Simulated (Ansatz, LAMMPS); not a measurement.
# Which site? Zr in place of Ti in amorphous TiO2 (84 atoms), part 2 of 3

At which site of amorphous TiO2 (84 atoms) does Zr in place of Ti cost least, and what about the site decides it?

Ansatz 0.2.0; Kohn-Sham DFT, revPBE, PAW (set soft_2), plane waves.

The cell: 28 Ti and 56 O. The quench rate of 10 K/ps is many orders above laboratory rates. The network of bonds at the start is that of the classical potential that made the cell. Sampling is at Γ alone, for a cell whose shortest periodic width is 10 Å.

So far. Step 2 (Single point at the start): The r.m.s. force at the start is 0.93 eV/Å. Step 3 (Relaxation): The relaxation converged after 14 steps, 6.22 eV below its start, with a largest force component of 0.017 eV/Å.

### 5. Zr on a site of Ti, site Ti27

The site has 4 bonded neighbours (O4) at 1.85 Å on average, by cutoffs that count no bonds between two metal atoms or like ions. The change is made in the relaxed cell and the atoms are relaxed again, with spin allowed.

The input, input.yaml:

```yaml
crystal:
  lattice:
    - [10.45772, 0.0, 0.0]
    - [0.0, 10.45772, 0.0]
    - [0.0, 0.0, 10.45772]
  atoms:
    [... atom lines 1 to 23 left out ...]
    - { symbol: Ti, position: [0.88222, 0.9347, 0.20062] }
    - { symbol: Ti, position: [0.78678, 0.06376, 0.66617] }
    - { symbol: Ti, position: [0.6305, 0.67155, 0.71709] }
    - { symbol: Zr, position: [0.31916, 0.82672, 0.67571], spin: 0.6 }
    - { symbol: Ti, position: [0.66881, 0.41524, 0.50968] }
    - { symbol: O, position: [0.72608, 0.03625, 0.50759] }
    - { symbol: O, position: [0.73147, 0.73231, 0.59188] }
    [... atom lines 31 to 84 left out ...]
magnetization:
  spin_polarized: true
kpoints:
  mp_grid: { grid: [1, 1, 1] }
hamiltonian:
  xc: revpbe
scf:
  occupations: { method: fermi_dirac, width: 0.025 }
  lower_state_search: "off"
output:
  forces: true
  eigenvalues: true
relax:
  f_tol: 0.05
  max_steps: 90
```

Run with:

```
ansatz run input.yaml --threads 4 --pin off --max-ram 8192MiB --backend cpu --events-out ev --progress --plain --runs-dir out
```

Numbers of over 12 decimals in the logs are rounded to 6 here.

Output:

```text
[...]
Crystal: 84 atoms, lattice volume = 1143.697 Å³
Basis set: ecut = 420 eV, 22335 PW (Γ), exchange–correlation on 144×144×144 points (8 copies of the dense FFT grid, shifted against one another)
Bands: 422, of which v1, the nominal top of the filled ones, is band 336 counted from 1 (335 counted from 0)
Symmetry: 1 space group operations
[...]
k-points: 1
[...]
Starting moments: Σ|m| = 3 μB on 5 of 84 sites
[...]
SCF iter   1: F=—  HF=-103728.392912 eV  |F-HF|=—  |Δ(HF+E_count)|=         —  Δρ=3.47e-2 (↑2.85e-2 ↓3.47e-2)  dr2=5.12e1  dr2_m=1.09e0  M=0.000 μB ∫|m|=0.578 μB  β_m=0.30  ethr=3.10e-3  ⟨swp⟩=4.5  Hψ=3111  notcnv=0  defer=47
[...]
spin=Collinear: Resta preconditioning applied to the charge; magnetization (m = ρ↑ − ρ↓) channel mixes plain (no charge-response kernel on spin).
SCF iter   2: F=—  HF=-103722.189668 eV  |F-HF|=—  |Δ(HF+E_count)|=    6.20e0  Δρ=2.36e-2 (↑2.07e-2 ↓2.36e-2)  dr2=2.57e1  dr2_m=5.68e-1  M=0.000 μB ∫|m|=0.493 μB  β_m=0.30  ethr=3.10e-3  ⟨swp⟩=2.5  Hψ=1387  notcnv=0  defer=148
SCF iter   3: F=—  HF=-103717.928929 eV  |F-HF|=—  |Δ(HF+E_count)|=    4.26e0  Δρ=1.15e-2 (↑1.15e-2 ↓1.03e-2)  dr2=4.29e0  dr2_m=3.08e-1  M=0.000 μB ∫|m|=0.433 μB  β_m=0.30  ethr=3.10e-3  ⟨swp⟩=2.5  Hψ=1314  notcnv=0  defer=148
[...]
SCF iter   7: F=—  HF=-103718.812421 eV  |F-HF|=—  |Δ(HF+E_count)|=   1.06e-1  Δρ=1.88e-3 (↑1.88e-3 ↓1.86e-3)  dr2=1.84e-2  dr2_m=3.16e-2  M=0.000 μB ∫|m|=0.162 μB  β_m=0.30  ethr=9.48e-6  ⟨swp⟩=2.0  Hψ=1338  notcnv=0  defer=148
[...]
spin-set hold released at iteration 7 (site moments contracting): the magnetisation degrees of freedom join the quasi-Newton model from the next iteration; the mixer history was flushed
SCF iter   8: F=—  HF=-103718.832503 eV  |F-HF|=—  |Δ(HF+E_count)|=   2.01e-2  Δρ=1.43e-3 (↑1.40e-3 ↓1.43e-3)  dr2=1.23e-2  dr2_m=1.83e-2  M=0.000 μB ∫|m|=0.132 μB  β_m=0.65  ethr=2.74e-6  ⟨swp⟩=1.5  Hψ=845  notcnv=0  defer=148
SCF iter   9: F=—  HF=-103718.871227 eV  |F-HF|=—  |Δ(HF+E_count)|=   3.87e-2  Δρ=2.33e-4 (↑2.33e-4 ↓1.91e-4)  dr2=2.37e-3  dr2_m=1.70e-4  M=0.000 μB ∫|m|=0.023 μB  β_m=0.72  ethr=1.82e-6  ⟨swp⟩=2.0  Hψ=1174  notcnv=0  defer=148
[...]
SCF iter  13: F=-103718.875800 eV  HF=-103718.875803 eV  |F-HF|=2.58e-6  |Δ(HF+E_count)|=   4.76e-5  Δρ=2.06e-5 (↑2.06e-5 ↓1.91e-5)  dr2=1.56e-5  dr2_m=1.56e-6  M=0.000 μB ∫|m|=0.002 μB  β_m=0.73  ethr=9.30e-9  ⟨swp⟩=11.0  Hψ=3741  notcnv=0
SCF iter  14: F=-103718.875807 eV  HF=-103718.875809 eV  |F-HF|=2.66e-6  |Δ(HF+E_count)|=   6.48e-6  Δρ=1.27e-5 (↑1.27e-5 ↓1.05e-5)  dr2=5.74e-6  dr2_m=3.14e-7  M=0.000 μB ∫|m|=0.001 μB  ethr=2.32e-9  ⟨swp⟩=2.0  Hψ=2626  notcnv=0
WARN: the starting moments were not kept: the SCF closed with an absolute magnetisation of 1.1e-3 μB, where they sum to 3 μB in size (5 sites). That is at most 0.1 of that sum. Measured as dr2_m measures the in/out step, that magnetisation stands 1.1e-7 eV from none, [...]
SCF 1 converged in 14 iterations: F = -103718.875807 eV  dr2 = 5.74e-6
[...]
relax step   1: F+E_penalty+E_count = -103718.87580670 eV  Δ(F+E_penalty+E_count) = +0.000e0 eV  max|allowed force component| = 4.664e0 eV/Å  Δτ_max = 0.0000 Å  (14 SCF iters, dr2 threshold 6.25e-5 eV, accepted)
[... from here on, the SCF cycles and remarks between the steps are left out ...]
relax step   2: F+E_penalty+E_count = -103720.01017750 eV  Δ(F+E_penalty+E_count) = -1.134e0 eV  max|allowed force component| = 7.835e-1 eV/Å  Δτ_max = 0.1415 Å  (8 SCF iters, dr2 threshold 1.00e-4 eV, accepted)
relax step   3: F+E_penalty+E_count = -103720.12368178 eV  Δ(F+E_penalty+E_count) = -1.135e-1 eV  max|allowed force component| = 4.214e-1 eV/Å  Δτ_max = 0.2000 Å  (8 SCF iters, dr2 threshold 3.84e-5 eV, accepted)
relax step   4: F+E_penalty+E_count = -103720.23012082 eV  Δ(F+E_penalty+E_count) = -1.064e-1 eV  max|allowed force component| = 1.678e-1 eV/Å  Δτ_max = 0.0640 Å  (8 SCF iters, dr2 threshold 1.11e-5 eV, accepted)
relax step   5: F+E_penalty+E_count = -103720.32842441 eV  Δ(F+E_penalty+E_count) = -9.830e-2 eV  max|allowed force component| = 4.412e-1 eV/Å  Δτ_max = 0.2000 Å  (10 SCF iters, dr2 threshold 4.47e-6 eV, accepted)
relax step   6: F+E_penalty+E_count = -103720.39300742 eV  Δ(F+E_penalty+E_count) = -6.458e-2 eV  max|allowed force component| = 2.568e-1 eV/Å  Δτ_max = 0.0848 Å  (7 SCF iters, dr2 threshold 3.09e-5 eV, accepted)
relax step   7: F+E_penalty+E_count = -103720.44475494 eV  Δ(F+E_penalty+E_count) = -5.175e-2 eV  max|allowed force component| = 1.714e-1 eV/Å  Δτ_max = 0.0788 Å  (7 SCF iters, dr2 threshold 2.23e-5 eV, accepted)
relax step   8: F+E_penalty+E_count = -103720.50902902 eV  Δ(F+E_penalty+E_count) = -6.427e-2 eV  max|allowed force component| = 2.472e-1 eV/Å  Δτ_max = 0.2000 Å  (9 SCF iters, dr2 threshold 9.95e-6 eV, accepted)
relax step   9: F+E_penalty+E_count = -103720.52054031 eV  Δ(F+E_penalty+E_count) = -1.151e-2 eV  max|allowed force component| = 1.968e-1 eV/Å  Δτ_max = 0.0375 Å  (7 SCF iters, dr2 threshold 2.72e-5 eV, accepted)
relax step  10: F+E_penalty+E_count = -103720.53357620 eV  Δ(F+E_penalty+E_count) = -1.304e-2 eV  max|allowed force component| = 1.373e-1 eV/Å  Δτ_max = 0.0177 Å  (6 SCF iters, dr2 threshold 2.45e-5 eV, accepted)
relax step  11: F+E_penalty+E_count = -103720.53060692 eV  Δ(F+E_penalty+E_count) = +2.969e-3 eV  max|allowed force component| = 2.105e-1 eV/Å  Δτ_max = 0.0520 Å  (7 SCF iters, dr2 threshold 9.19e-6 eV, rejected (line search))
relax step  12: F+E_penalty+E_count = -103720.54117455 eV  Δ(F+E_penalty+E_count) = -7.598e-3 eV  max|allowed force component| = 5.136e-2 eV/Å  Δτ_max = 0.0253 Å  (10 SCF iters, accepted)
relax step  13: F+E_penalty+E_count = -103720.54060699 eV  Δ(F+E_penalty+E_count) = +5.676e-4 eV  max|allowed force component| = 1.028e-1 eV/Å  Δτ_max = 0.0879 Å  (11 SCF iters, rejected (line search))
relax step  14: F+E_penalty+E_count = -103720.54670486 eV  Δ(F+E_penalty+E_count) = -5.530e-3 eV  max|allowed force component| = 2.350e-2 eV/Å  Δτ_max = 0.0429 Å  (10 SCF iters, accepted)
SCF converged after 10 iterations
Magnetization: 0.0000 μB (336.0000 up, 336.0000 down)
Absolute magnetization: 0.0000 μB (∫|ρ↑−ρ↓|, with the PAW one-centre terms)
[...]
Per-site moments (μB) at R_I (Å): [(3.2312792103205015e-8, 0.752407), (6.514885659102594e-9, 0.759642), (-3.339926778838463e-9, 0.737708), (4.0319891185825356e-10, 0.745674), (-3.055304320128487e-9, 0.748200), [...]
Free energy (F): -103720.546705 eV
[...]
Internal energy: -103720.546705 eV  (E = F + TS)
E sigma→0 (E₀):  -103720.546705 eV
Fermi energy:    6.643345 eV
[...]
Σ components = -103720.546705   (vs F -103720.546705, Δ=0.00e0)
--- Forces (eV/Å), atoms counted from 1 ---
  atom   1  Ti     0.00492708    -0.00838125     0.00572710
  atom   2  Ti    -0.01038055    -0.02350388     0.00841506
  atom   3  Ti    -0.00463228     0.00142665    -0.00146631
  atom   4  Ti     0.00237236    -0.00102575    -0.00494814
[...]
atom  84  O     -0.00065999     0.00038582    -0.00388718
  max |Σ_I F_I| component: 5.09e-5 eV/Å
--- Band table (eV) ---
[...]
--- Relaxed structure (14 steps of the walk, 12 accepted, 0 SCFs on fresh bases) ---
  F+E_penalty+E_count = -103720.54670486 eV   max|allowed force component| = 2.350e-2 eV/Å
  atoms:
    - { symbol: Ti, position: [0.158884, 0.877880, 0.328131] }
    - { symbol: Ti, position: [0.381104, 0.213859, 0.541706] }
    - { symbol: Ti, position: [0.366157, 0.098259, 0.198264] }
    - { symbol: Ti, position: [0.676005, 0.944223, 0.953937] }
[...]
- { symbol: O, position: [0.054304, 0.248781, 0.456443] }
```

Run time: 4 min. Hardware: 4 threads of Intel Xeon Platinum 8488C (Sapphire Rapids), shared host; peak memory 2.9 GiB; 16 min of CPU time.

The program notes that starting moments were not kept.

The relaxation converged after 14 steps, 1.67 eV below its start, with a largest force component of 0.024 eV/Å.

Local excerpt of 10 atoms (numbers count through the whole input) about the Zr atom, after relaxation; x, y, z are measured from there.

```csv
atom,x,y,z,distance (Å),bonds
Zr27,0.00,0.00,0.00,0.00,6
O48,-0.51,1.10,1.56,1.98,2
O47,1.58,-1.03,0.68,2.01,2
O41,-1.34,-1.55,0.53,2.12,3
O71,-1.32,0.63,-1.58,2.15,3
O49,1.13,1.76,-0.98,2.31,3
O61,0.13,-2.10,-1.58,2.63,3
O82,2.25,-0.40,-2.32,3.25,2
O68,-1.09,3.17,-0.20,3.36,2
Ti13,-0.79,-3.40,-0.49,3.53,5
```

The column of bonds counts only the pairs O-Ti within 2.64 Å, O-Zr within 2.82 Å; other neighbours, such as metal atoms beside each other in a compound, aren't counted, and periodic images can show an atom twice.

The largest move is 0.71 Å, by O71.

### 6. Zr on a site of Ti, site Ti21

The site has 6 bonded neighbours (O6) at 2.08 Å on average. 

Input and log are left out; they have the form of those shown for this kind of step.

Elapsed: 3.1 min, on 4 threads of Intel Xeon Platinum 8488C (Sapphire Rapids), shared host; peak memory 2.9 GiB; 12 min of CPU time.

The relaxation converged after 10 steps, 1.19 eV below its start, with a largest force component of 0.031 eV/Å.

Local excerpt of 12 atoms (numbers count through the whole input) about the Zr atom, after relaxation; x, y, z are measured from there.

```csv
atom,x,y,z,distance (Å),bonds
Zr21,0.00,0.00,0.00,0.00,6
O33,0.70,-0.40,1.85,2.01,2
O42,1.69,0.82,-0.79,2.04,3
O48,-0.35,-1.97,-0.53,2.07,3
O58,-0.81,1.80,0.74,2.11,3
O68,-0.68,0.34,-2.16,2.29,3
O56,-2.04,-0.43,0.99,2.31,3
Ti14,-2.42,1.28,1.60,3.17,5
O66,1.76,2.42,1.42,3.31,3
Ti11,-1.97,-2.35,1.26,3.32,5
Ti2,0.93,0.91,-3.17,3.43,6
Ti17,3.15,1.35,0.29,3.44,5
```

The column of bonds counts only the pairs O-Ti within 2.64 Å, O-Zr within 2.82 Å; other neighbours, such as metal atoms beside each other in a compound, aren't counted, and periodic images can show an atom twice.

The largest move is 0.25 Å, by O42.

### 7. Zr on a site of Ti, site Ti2

The site has 5 bonded neighbours (O5) at 1.93 Å on average. 

Input and log are left out; they have the form of those shown for this kind of step.

Elapsed: 3.2 min, on 4 threads of Intel Xeon Platinum 8488C (Sapphire Rapids), shared host; peak memory 2.9 GiB.

The relaxation converged after 11 steps, 1.35 eV below its start, with a largest force component of 0.036 eV/Å.

### 8. Zr on a site of Ti, site Ti7

The site has 4 bonded neighbours (O4) at 1.86 Å on average. 

Input and log are left out; they have the form of those shown for this kind of step.

Elapsed: 4.1 min, on 4 threads of Intel Xeon Platinum 8488C (Sapphire Rapids), shared host; peak memory 2.8 GiB; 16 min of CPU time.

The relaxation converged after 14 steps, 1.36 eV below its start, with a largest force component of 0.029 eV/Å.

### 9. Zr on a site of Ti, site Ti17

The site has 5 bonded neighbours (O5) at 1.94 Å on average. 

Input and log are left out; they have the form of those shown for this kind of step.

The job ended after 6.4 min (4 threads of Intel Xeon Platinum 8488C (Sapphire Rapids), shared host; peak memory 2.9 GiB).

The relaxation converged after 22 steps, 1.54 eV below its start, with a largest force component of 0.038 eV/Å.

Local excerpt of 11 atoms (numbers count through the whole input) about the Zr atom, after relaxation; x, y, z are measured from there.

```csv
atom,x,y,z,distance (Å),bonds
Zr17,0.00,0.00,0.00,0.00,6
O34,0.45,-1.74,0.75,1.95,2
O72,1.36,-0.16,-1.56,2.08,3
O42,-1.55,-0.72,-1.20,2.09,2
O66,-1.56,1.27,0.60,2.10,3
O79,0.29,0.69,2.19,2.31,3
O83,1.36,1.92,0.03,2.36,3
Ti20,-0.97,2.18,2.13,3.20,5
O33,-2.57,-1.64,1.18,3.27,2
Ti9,2.63,1.58,-1.36,3.35,5
Ti21,-3.12,-1.29,-0.52,3.41,5
```

The column of bonds counts only the pairs O-Ti within 2.64 Å, O-Zr within 2.82 Å; other neighbours, such as metal atoms beside each other in a compound, aren't counted, and periodic images can show an atom twice.

The largest move is 0.95 Å, by Ti16.

[end of part 2 of 3]

[Logs are printed without paths, hosts, clocks, repeated set-up lines and the standing remarks that a program may print on its own settings, such as how far it seeks lower states.]

[Hosts, paths, dates, database ids (printed as entryN), source tags and the programs' standing remarks are cut or masked in the printed files.]
